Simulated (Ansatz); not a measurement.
# (12,0) C nanotube: bands by functional and under strain

What gap, if any, does the (12,0) C nanotube have, and how does it change with the functional and under strain?

Main program and level: Ansatz 0.2.0; DFT PBE, plane waves, PAW; relaxation of a wire's period, in the first sound run; inputs show where later runs differ.

### 1. Starting point

The cell holds 48 atoms: 48 C. Cell: a = 16.195 Å, b = 16.195 Å, c = 4.260 Å, α = 90.0°, β = 90.0°, γ = 90.0°. Vacuum lies along a and b. The structure's axis is c.

### 2. Relaxing the period

Band widths follow the bond lengths, so the wire is relaxed first. The atoms and the third cell vector are free; the box across stays fixed as vacuum. A Fermi-Dirac smearing is set since the result may be a metal. The pressure printed is a third of the stress's trace over the whole box, vacuum included; only the stress along the axis is relaxed.

Contents of input.yaml:

```yaml
crystal:
  lattice:
    - [16.195, 0.0, 0.0]
    - [0.0, 16.195, 0.0]
    - [0.0, 0.0, 4.26]
  atoms:
    - { symbol: C, position: [0.20994134, 0.499989021, 0.0] }
    - { symbol: C, position: [0.248800361, 0.645012861, 0.0] }
    - { symbol: C, position: [0.248800361, 0.35496518, 0.0] }
    - { symbol: C, position: [0.35496518, 0.75117768, 0.0] }
    - { symbol: C, position: [0.35496518, 0.248800361, 0.0] }
    - { symbol: C, position: [0.499989021, 0.790036701, 0.0] }
    - { symbol: C, position: [0.499989021, 0.20994134, 0.0] }
    - { symbol: C, position: [0.645012861, 0.75117768, 0.0] }
    - { symbol: C, position: [0.645012861, 0.248800361, 0.0] }
    - { symbol: C, position: [0.75117768, 0.645012861, 0.0] }
    - { symbol: C, position: [0.75117768, 0.35496518, 0.0] }
    - { symbol: C, position: [0.790036701, 0.499989021, 0.0] }
    - { symbol: C, position: [0.20994134, 0.499989021, 0.333333333] }
    - { symbol: C, position: [0.248800361, 0.645012861, 0.333333333] }
    - { symbol: C, position: [0.248800361, 0.35496518, 0.333333333] }
    - { symbol: C, position: [0.35496518, 0.75117768, 0.333333333] }
    - { symbol: C, position: [0.35496518, 0.248800361, 0.333333333] }
    - { symbol: C, position: [0.499989021, 0.790036701, 0.333333333] }
    - { symbol: C, position: [0.499989021, 0.20994134, 0.333333333] }
    - { symbol: C, position: [0.645012861, 0.75117768, 0.333333333] }
    - { symbol: C, position: [0.645012861, 0.248800361, 0.333333333] }
    - { symbol: C, position: [0.75117768, 0.645012861, 0.333333333] }
    - { symbol: C, position: [0.75117768, 0.35496518, 0.333333333] }
    - { symbol: C, position: [0.790036701, 0.499989021, 0.333333333] }
    - { symbol: C, position: [0.219824475, 0.575058884, 0.5] }
    - { symbol: C, position: [0.219824475, 0.424919157, 0.5] }
    - { symbol: C, position: [0.294894339, 0.705083703, 0.5] }
    - { symbol: C, position: [0.294894339, 0.294894339, 0.5] }
    - { symbol: C, position: [0.424919157, 0.780153566, 0.5] }
    - { symbol: C, position: [0.424919157, 0.219824475, 0.5] }
    - { symbol: C, position: [0.575058884, 0.780153566, 0.5] }
    - { symbol: C, position: [0.575058884, 0.219824475, 0.5] }
    - { symbol: C, position: [0.705083703, 0.705083703, 0.5] }
    - { symbol: C, position: [0.705083703, 0.294894339, 0.5] }
    - { symbol: C, position: [0.780153566, 0.575058884, 0.5] }
    - { symbol: C, position: [0.780153566, 0.424919157, 0.5] }
    - { symbol: C, position: [0.219824475, 0.575058884, 0.833333333] }
    - { symbol: C, position: [0.219824475, 0.424919157, 0.833333333] }
    - { symbol: C, position: [0.294894339, 0.705083703, 0.833333333] }
    - { symbol: C, position: [0.294894339, 0.294894339, 0.833333333] }
    - { symbol: C, position: [0.424919157, 0.780153566, 0.833333333] }
    - { symbol: C, position: [0.424919157, 0.219824475, 0.833333333] }
    - { symbol: C, position: [0.575058884, 0.780153566, 0.833333333] }
    - { symbol: C, position: [0.575058884, 0.219824475, 0.833333333] }
    - { symbol: C, position: [0.705083703, 0.705083703, 0.833333333] }
    - { symbol: C, position: [0.705083703, 0.294894339, 0.833333333] }
    - { symbol: C, position: [0.780153566, 0.575058884, 0.833333333] }
    - { symbol: C, position: [0.780153566, 0.424919157, 0.833333333] }
kpoints:
  mp_grid: { grid: [1, 1, 19] }
scf:
  occupations: { method: fermi_dirac, width: 0.05 }
hamiltonian:
  xc: pbe
relax:
  cell: { fix: [a, b, alpha, beta, gamma] }
  max_steps: 60
```

Started as:

```sh
$ ansatz run input.yaml --threads 4 --pin off --max-ram 16384MiB --backend cpu --events-out ev --progress --plain --runs-dir out
```

Numbers of over 12 decimals in the logs are rounded to 6 here.

Log:

```text
Engine: ansatz 0.2.0, aarch64-unknown-linux-gnu
Pseudopotentials: kind: paw
Pseudopotential: C, paw, valence charge 4, recommended cutoff 420 eV (normal), C.paw.azcp
Functional definition: PBE
  parameter kappa = 0.804
  parameter beta = 0.066725
  exchange = pbe_x(kappa = kappa, mu = beta*pi^2/3)
  correlation = pbe_c(beta = beta)
Crystal: 48 atoms, lattice volume = 1117.304 Å³
Basis set: ecut = 420 eV, 21791 PW (Γ), exchange–correlation on 240×240×60 points (8 copies of the dense FFT grid, shifted against one another)
Bands: 144, of which v1, the nominal top of the filled ones, is band 96 counted from 1 (95 counted from 0)
Symmetry: 16 space group operations
Space group: P4/mmm (ITA 123), of the structure as read, at distance tolerance 1.0e-4 Å
k-points: 10 of 19
Non-local potential: C, projectors of the file, l = 0: 2, l = 1: 2, l = 2: 1
PAW form: soft (Blöchl's): semilocal exchange-correlation on the pseudo side does not see the compensation charge
PAW one-centre angular grid: C, 110 points (default); XC on 64 Gauss nodes
Initial density: superposition of atomic densities (neutral atoms: chi_scale 0, normalization atom), corrected by the library's trained network
Initial wavefunctions: pseudopotential atomic-orbital guess
Functional: x = pbe(κ = 0.804, μ = 0.219515), c = pbe(β = 0.066725)
SCF iter   1: F=—  HF=-12040.837559 eV  |F-HF|=—  |Δ(HF+E_count)|=         —  Δρ=2.61e-3  dr2=1.22e-1  ethr=1.77e-3  ⟨swp⟩=13.2  Hψ=9406  notcnv=0  defer=232
preconditioner: auto → LDOS  [metal: Δε(μ)=0.054 eV  Ē_g=14.378 eV  σ=0.050 eV  W_gap=0.26  n_scr=178 (ndim 8)  ℏωp=15.4 eV  f_vac=0.589  D(μ)=1.95/eV (n_scr^D=8)  β→1.0]
SCF iter   2: F=—  HF=-12040.911106 eV  |F-HF|=—  |Δ(HF+E_count)|=   7.35e-2  Δρ=2.01e-3  dr2=2.27e-1  ethr=6.36e-5  ⟨swp⟩=3.8  Hψ=3259  notcnv=0  defer=385
SCF iter   3: F=—  HF=-12040.848619 eV  |F-HF|=—  |Δ(HF+E_count)|=   6.25e-2  Δρ=3.77e-4  dr2=6.31e-3  ethr=6.36e-5  ⟨swp⟩=2.5  Hψ=1848  notcnv=0  defer=385
SCF iter   4: F=—  HF=-12040.846623 eV  |F-HF|=—  |Δ(HF+E_count)|=   2.00e-3  Δρ=3.16e-5  dr2=4.38e-5  ethr=3.29e-6  ⟨swp⟩=2.0  Hψ=1758  notcnv=0  defer=385
SCF iter   5: F=—  HF=-12040.846463 eV  |F-HF|=—  |Δ(HF+E_count)|=   1.60e-4  Δρ=7.83e-6  dr2=2.14e-6  ethr=2.28e-8  ⟨swp⟩=2.0  Hψ=2147  notcnv=0  defer=385
SCF iter   6: F=-12040.846463 eV  HF=-12040.846463 eV  |F-HF|=5.91e-8  |Δ(HF+E_count)|=   2.39e-7  Δρ=2.40e-6  dr2=9.45e-8  ethr=5.21e-11  ⟨swp⟩=3.8  Hψ=5218  notcnv=0
SCF 1 converged in 6 iterations: F = -12040.846463 eV  dr2 = 9.45e-8
  greatest PAW one-centre occupation: 0.675 electrons in one spin orbital (limit 2), on the C atom at site 18 (counted from 0), in its partial waves of l = 0
relax step   1: F+E_penalty+E_count = -12040.84646288 eV  Δ(F+E_penalty+E_count) = +0.000e0 eV  max|allowed force component| = 1.500e-1 eV/Å  Δτ_max = 0.0000 Å  P = +1.770 GPa  Ω = 1117.304 Å³  fix = [a, b, alpha, beta, gamma]  reactions: a +1.805, b +1.805 GPa  (6 SCF iters, dr2 threshold 1.00e-7 eV, accepted)
Crystal: 48 atoms, lattice volume = 1119.317 Å³
Basis set: ecut = 420 eV, 21831 PW (Γ), exchange–correlation on 240×240×60 points (8 copies of the dense FFT grid, shifted against one another)
Initial density: handed on by an earlier stage of this run
Initial wavefunctions: those handed on with the density
iter 1 solved again at ethr=2.14e-4 eV; its pass at ethr=3.10e-3 eV (dr2=4.11e-1 eV) is discarded
SCF iter   1: F=—  HF=-12041.074051 eV  |F-HF|=—  |Δ(HF+E_count)|=         —  Δρ=6.48e-3  dr2=4.06e-1  ethr=2.14e-4  ⟨swp⟩=7.3  Hψ=6578  notcnv=0  defer=5
preconditioner: auto → LDOS  [metal: Δε(μ)=0.005 eV  Ē_g=14.200 eV  σ=0.050 eV  W_gap=0.02  n_scr=178 (ndim 8)  ℏωp=15.4 eV  f_vac=0.588  D(μ)=2.11/eV (n_scr^D=8)  β→1.0]
SCF iter   2: F=—  HF=-12041.160496 eV  |F-HF|=—  |Δ(HF+E_count)|=   8.64e-2  Δρ=4.15e-3  dr2=7.08e-1  ethr=2.11e-4  ⟨swp⟩=4.0  Hψ=4742  notcnv=0  defer=293
SCF iter   3: F=—  HF=-12040.955229 eV  |F-HF|=—  |Δ(HF+E_count)|=   2.05e-1  Δρ=4.37e-4  dr2=5.17e-4  ethr=2.11e-4  ⟨swp⟩=3.1  Hψ=2001  notcnv=0  defer=293
SCF iter   4: F=—  HF=-12040.954753 eV  |F-HF|=—  |Δ(HF+E_count)|=   4.76e-4  Δρ=8.01e-5  dr2=2.59e-5  ethr=2.70e-7  ⟨swp⟩=2.9  Hψ=2447  notcnv=0  defer=306
SCF iter   5: F=-12040.954772 eV  HF=-12040.954773 eV  |F-HF|=5.64e-7  |Δ(HF+E_count)|=   2.05e-5  Δρ=8.79e-6  dr2=1.08e-6  ethr=2.50e-9  ⟨swp⟩=4.9  Hψ=4761  notcnv=0
SCF 2 converged in 5 iterations: F = -12040.954772 eV  dr2 = 1.08e-6
  greatest PAW one-centre occupation: 0.672 electrons in one spin orbital (limit 2), on the C atom at site 20 (counted from 0), in its partial waves of l = 0
relax step   2: F+E_penalty+E_count = -12040.95477247 eV  Δ(F+E_penalty+E_count) = -1.083e-1 eV  max|allowed force component| = 1.193e-1 eV/Å  Δτ_max = 0.0274 Å  P = +0.562 GPa  Ω = 1119.317 Å³  energy of the carried Pulay correction = -2.616e-3 eV  fix = [a, b, alpha, beta, gamma]  reactions: a +0.586, b +0.586 GPa  (5 SCF iters, dr2 threshold 4.80e-6 eV, accepted)
Crystal: 48 atoms, lattice volume = 1120.396 Å³
Basis set: ecut = 420 eV, 21847 PW (Γ), exchange–correlation on 240×240×60 points (8 copies of the dense FFT grid, shifted against one another)
iter 1 solved again at ethr=4.10e-5 eV; its pass at ethr=3.10e-3 eV (dr2=7.87e-2 eV) is discarded
SCF iter   1: F=—  HF=-12040.994136 eV  |F-HF|=—  |Δ(HF+E_count)|=         —  Δρ=2.94e-3  dr2=8.36e-2  ethr=4.10e-5  ⟨swp⟩=4.5  Hψ=5514  notcnv=0  defer=2
preconditioner: auto → LDOS  [metal: Δε(μ)=0.029 eV  Ē_g=14.194 eV  σ=0.050 eV  W_gap=0.14  n_scr=178 (ndim 8)  ℏωp=15.4 eV  f_vac=0.587  D(μ)=2.06/eV (n_scr^D=8)  β→1.0]
SCF iter   2: F=—  HF=-12041.010737 eV  |F-HF|=—  |Δ(HF+E_count)|=   1.66e-2  Δρ=1.87e-3  dr2=1.44e-1  ethr=4.10e-5  ⟨swp⟩=4.8  Hψ=4149  notcnv=0  defer=28
SCF iter   3: F=—  HF=-12040.969085 eV  |F-HF|=—  |Δ(HF+E_count)|=   4.17e-2  Δρ=2.14e-4  dr2=1.75e-4  ethr=4.10e-5  ⟨swp⟩=2.8  Hψ=2385  notcnv=0  defer=64
SCF iter   4: F=—  HF=-12040.968936 eV  |F-HF|=—  |Δ(HF+E_count)|=   1.49e-4  Δρ=4.07e-5  dr2=4.53e-6  ethr=9.13e-8  ⟨swp⟩=2.5  Hψ=2528  notcnv=0  defer=84
SCF iter   5: F=-12040.968942 eV  HF=-12040.968942 eV  |F-HF|=4.93e-8  |Δ(HF+E_count)|=   5.34e-6  Δρ=3.45e-6  dr2=5.52e-8  ethr=4.63e-10  ⟨swp⟩=4.7  Hψ=4651  notcnv=0
SCF 3 converged in 5 iterations: F = -12040.968942 eV  dr2 = 5.52e-8
  greatest PAW one-centre occupation: 0.671 electrons in one spin orbital (limit 2), on the C atom at site 15 (counted from 0), in its partial waves of l = 0
[...]
basis re-selected at this cell: Δ(F+E_penalty+E_count) = -3.653e-3 eV, ΔP = +0.006 GPa vs the last step (what re-selecting the basis moved, of the pressure what is left beyond the Pulay correction that the steps carried, after the strain that the cell walked since its last selection, with what the two solves' SCF thresholds leave and, on support functions, any second-order correction that the steps lacked; it is no m [...]
SCF converged after 6 iterations
Free energy (F): -12040.973302 eV
Harris-Foulkes:  -12040.973302 eV  (|F-HF|=6.00e-11)
Internal energy: -12040.959111 eV  (E = F + TS)
E sigma→0 (E₀):  -12040.966207 eV
Entropy (-TS):   -0.014191 eV (-0.296 meV/atom)
Fermi energy:    0.047963 eV
--- Per-component energies (eV) ---
  E_band       = -1759.087054
  E_kinetic    = 4355.814650
  E_local      = -37883.441436  (includes V_loc(G=0)·N_el)
  E_nonlocal   = 1308.846234
  E_hartree    = 16816.444528
  E_xc         = -2300.387704
  E_vxc        = -2847.626117  (∫ρ·V_xc dr)
  E_paw        = -4767.702467  (= ΣΔE_a)
  E_vpaw       = -325.570338  (= ΣTr[D̂ρ^β])
  E_aug_tail   = 0.000354  (compensation charges beyond the density's cutoff)
  E_ewald      = 10429.466730
  E_smearing   = -0.014191  (= −TS)
  E_closure    = 0.000000  (closes the sum)
  Σ components = -12040.973302   (vs F -12040.973302, Δ=0.00e0)
--- Forces (eV/Å), atoms counted from 1 ---
  atom   1  C     -0.00007194    -0.00000000    -0.00123666
  atom   2  C     -0.00007148    -0.00000966    -0.00140514
  atom   3  C     -0.00007148     0.00000966    -0.00140514
  atom   4  C      0.00000966     0.00007148    -0.00140514
  atom   5  C      0.00000966    -0.00007148    -0.00140514
  atom   6  C      0.00000000     0.00007194    -0.00123666
  atom   7  C      0.00000000    -0.00007194    -0.00123666
  atom   8  C     -0.00000966     0.00007148    -0.00140514
  atom   9  C     -0.00000966    -0.00007148    -0.00140514
  atom  10  C      0.00007148    -0.00000966    -0.00140514
  atom  11  C      0.00007148     0.00000966    -0.00140514
  atom  12  C      0.00007194    -0.00000000    -0.00123666
  atom  13  C     -0.00007194    -0.00000000     0.00123666
  atom  14  C     -0.00007148    -0.00000966     0.00140514
  atom  15  C     -0.00007148     0.00000966     0.00140514
  atom  16  C      0.00000966     0.00007148     0.00140514
  atom  17  C      0.00000966    -0.00007148     0.00140514
  atom  18  C     -0.00000000     0.00007194     0.00123666
  atom  19  C     -0.00000000    -0.00007194     0.00123666
  atom  20  C     -0.00000966     0.00007148     0.00140514
  atom  21  C     -0.00000966    -0.00007148     0.00140514
  atom  22  C      0.00007148    -0.00000966     0.00140514
  atom  23  C      0.00007148     0.00000966     0.00140514
  atom  24  C      0.00007194    -0.00000000     0.00123666
  atom  25  C     -0.00005853     0.00003133    -0.00138197
  atom  26  C     -0.00005853    -0.00003133    -0.00138197
  atom  27  C     -0.00004968     0.00004968    -0.00144932
  atom  28  C     -0.00004968    -0.00004968    -0.00144932
  atom  29  C     -0.00003133     0.00005853    -0.00138197
  atom  30  C     -0.00003133    -0.00005853    -0.00138197
  atom  31  C      0.00003133     0.00005853    -0.00138197
  atom  32  C      0.00003133    -0.00005853    -0.00138197
  atom  33  C      0.00004968     0.00004968    -0.00144932
  atom  34  C      0.00004968    -0.00004968    -0.00144932
  atom  35  C      0.00005853     0.00003133    -0.00138197
  atom  36  C      0.00005853    -0.00003133    -0.00138197
  atom  37  C     -0.00005853     0.00003133     0.00138197
  atom  38  C     -0.00005853    -0.00003133     0.00138197
  atom  39  C     -0.00004968     0.00004968     0.00144932
  atom  40  C     -0.00004968    -0.00004968     0.00144932
  atom  41  C     -0.00003133     0.00005853     0.00138197
  atom  42  C     -0.00003133    -0.00005853     0.00138197
  atom  43  C      0.00003133     0.00005853     0.00138197
  atom  44  C      0.00003133    -0.00005853     0.00138197
  atom  45  C      0.00004968     0.00004968     0.00144932
  atom  46  C      0.00004968    -0.00004968     0.00144932
  atom  47  C      0.00005853     0.00003133     0.00138197
  atom  48  C      0.00005853    -0.00003133     0.00138197
  max |Σ_I F_I| component: 1.30e-18 eV/Å
--- Stress (GPa, compression-positive) ---
        0.000229       0.000000      -0.000000
        0.000000       0.000229      -0.000000
       -0.000000      -0.000000      -0.005445
  P = ⅓ Tr σ = -0.0017 GPa (-0.017 kbar)
--- Relaxed structure (4 steps of the walk, 4 accepted, 1 SCFs on fresh bases) ---
  F+E_penalty+E_count = -12040.97330213 eV   max|allowed force component| = 1.449e-3 eV/Å   (the final SCF, on the basis selected at the relaxed cell)
  cell:  # Å, volume = 1120.3287 Å³
    - [16.195, 0.0, 0.0]
    - [0.0, 16.195, 0.0]
    - [0.0, 0.0, 4.271531]
  atoms:
    - { symbol: C, position: [0.207443, 0.499989, 0.000250557] }
    - { symbol: C, position: [0.246644, 0.646257, 0.000247764] }
    - { symbol: C, position: [0.246644, 0.353721, 0.000247764] }
    - { symbol: C, position: [0.353721, 0.753334, 0.000247764] }
    - { symbol: C, position: [0.353721, 0.246644, 0.000247764] }
    - { symbol: C, position: [0.499989, 0.792535, 0.000250557] }
    - { symbol: C, position: [0.499989, 0.207443, 0.000250557] }
    - { symbol: C, position: [0.646257, 0.753334, 0.000247764] }
    - { symbol: C, position: [0.646257, 0.246644, 0.000247764] }
    - { symbol: C, position: [0.753334, 0.646257, 0.000247764] }
    - { symbol: C, position: [0.753334, 0.353721, 0.000247764] }
    - { symbol: C, position: [0.792535, 0.499989, 0.000250557] }
    - { symbol: C, position: [0.207443, 0.499989, 0.333083] }
    - { symbol: C, position: [0.246644, 0.646257, 0.333086] }
    - { symbol: C, position: [0.246644, 0.353721, 0.333086] }
    - { symbol: C, position: [0.353721, 0.753334, 0.333086] }
    - { symbol: C, position: [0.353721, 0.246644, 0.333086] }
    - { symbol: C, position: [0.499989, 0.792535, 0.333083] }
    - { symbol: C, position: [0.499989, 0.207443, 0.333083] }
    - { symbol: C, position: [0.646257, 0.753334, 0.333086] }
    - { symbol: C, position: [0.646257, 0.246644, 0.333086] }
    - { symbol: C, position: [0.753334, 0.646257, 0.333086] }
    - { symbol: C, position: [0.753334, 0.353721, 0.333086] }
    - { symbol: C, position: [0.792535, 0.499989, 0.333083] }
    - { symbol: C, position: [0.217416, 0.575704, 0.500248] }
    - { symbol: C, position: [0.217416, 0.424274, 0.500248] }
    - { symbol: C, position: [0.293134, 0.706844, 0.500250] }
    - { symbol: C, position: [0.293134, 0.293134, 0.500250] }
    - { symbol: C, position: [0.424274, 0.782562, 0.500248] }
    - { symbol: C, position: [0.424274, 0.217416, 0.500248] }
    - { symbol: C, position: [0.575704, 0.782562, 0.500248] }
    - { symbol: C, position: [0.575704, 0.217416, 0.500248] }
    - { symbol: C, position: [0.706844, 0.706844, 0.500250] }
    - { symbol: C, position: [0.706844, 0.293134, 0.500250] }
    - { symbol: C, position: [0.782562, 0.575704, 0.500248] }
    - { symbol: C, position: [0.782562, 0.424274, 0.500248] }
    - { symbol: C, position: [0.217416, 0.575704, 0.833086] }
    - { symbol: C, position: [0.217416, 0.424274, 0.833086] }
    - { symbol: C, position: [0.293134, 0.706844, 0.833083] }
    - { symbol: C, position: [0.293134, 0.293134, 0.833083] }
    - { symbol: C, position: [0.424274, 0.782562, 0.833086] }
    - { symbol: C, position: [0.424274, 0.217416, 0.833086] }
    - { symbol: C, position: [0.575704, 0.782562, 0.833086] }
    - { symbol: C, position: [0.575704, 0.217416, 0.833086] }
    - { symbol: C, position: [0.706844, 0.706844, 0.833083] }
    - { symbol: C, position: [0.706844, 0.293134, 0.833083] }
    - { symbol: C, position: [0.782562, 0.575704, 0.833086] }
    - { symbol: C, position: [0.782562, 0.424274, 0.833086] }
```

The job ended after 3.2 min (4 threads of Arm Neoverse V1, shared host; peak memory 4.3 GiB).

Step by step:

```
step  energy less that of the first step (eV)  largest force component (eV/Å)  pressure (GPa)  volume (Å³)
   1                                   0.0000                          0.1500            1.77      1117.30
   2                                  -0.1083                          0.1193            0.56      1119.32
   3                                  -0.1225                          0.0497            0.00      1120.40
   4                                  -0.1232                          0.0013           -0.01      1120.33
  5*                                  -0.1268                          0.0014            0.00      1120.33
```

Relaxation steps marked * repeat the geometry before them on a plane-wave basis chosen anew for their cell, so energy and pressure can jump there.

Forces are held to the 16 operations that the run works with; a distortion that breaks them can't arise in this run.

```
cell as run  before  after  change
      c (Å)   4.260  4.272  +0.3 %
```

The atoms that moved most (Å, along periodic axes as changes of fractional coordinates times the final cell, across vacuum about the mean position):

```
atom      dx      dy      dz  length
 C18   0.000   0.040  -0.001   0.040
 C24   0.040   0.000  -0.001   0.040
  C6   0.000   0.040   0.001   0.040
 C12   0.040   0.000   0.001   0.040
 C19   0.000  -0.040  -0.001   0.040
 C13  -0.040   0.000  -0.001   0.040
  C1  -0.040   0.000   0.001   0.040
  C7   0.000  -0.040   0.001   0.040
```

This step gave:

```yaml
energy_at_zero_smearing: -12040.9662 eV
cell_length_along_the_wire: 4.272 Å
```

The cell's length comes to 4.272 Å with spin left out.

(Continued in part 2 of 4.)

[Logs are printed without paths, hosts, clocks, repeated set-up lines and the standing remarks that a program may print on its own settings, such as how far it seeks lower states.]

[Hosts, paths, dates, database ids (printed as entryN), source tags and the programs' standing remarks are cut or masked in the printed files.]
